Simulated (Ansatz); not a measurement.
Wanted: the native input for an Ansatz 0.2.0 run.

* Task: single point
* Functional: LDA
* Potentials or basis: JTH PAW LDA
* Cutoff: 1290 eV
* Density cutoff: 6450 eV
* k mesh: 11 × 11 × 11
* Occupations: tetrahedron
* Spin: no spin polarisation

The system is W.

```xyz
1
Lattice="0.0000 2.0300 2.0300 2.0300 0.0000 2.0300 2.0300 2.0300 0.0000" Properties=species:S:1:pos:R:3 pbc="T T T"
W     0.0000    0.0000    0.0000
```

This isn't the form of W at room conditions, which is bcc.

One way to write it, as run:

input.yaml

```yaml
crystal:
  lattice: { a: 4.06, b: 4.06, c: 4.06, alpha: 90.0, beta: 90.0, gamma: 90.0 }
  space_group: 225
  reduce_to_primitive: true
  atoms:
    - { symbol: W, wyckoff: "4a", position: [0.0, 0.0, 0.0] }
hamiltonian:
  xc: lda
  pseudopotentials: { kind: paw, xc_functional: lda, accuracy: standard }
kpoints:
  mp_grid: { grid: [11, 11, 11] }
scf:
  occupations: { method: tetrahedron }
output:
  forces: true
  stress: true
```

Potentials or basis: JTH PAW LDA.

Run with:

```sh
$ ansatz run input.yaml --threads 1 --pin off --max-ram 2560MiB --backend cpu --events-out ev --progress --plain --runs-dir out
```

Results of the run:

* Pressure: -17.6 GPa
* Band gap on the k mesh: none (metal or under the smearing width)

Caveat: so large a pressure means that the cell lies far from this level's equilibrium, or that cutoff or potentials fall short; with tetrahedron occupations forces and stress needn't match the slope of the energy.

Wall time 3 s on 1 thread of Arm Neoverse V1, with other jobs on the host, peak memory 0.31 GiB.
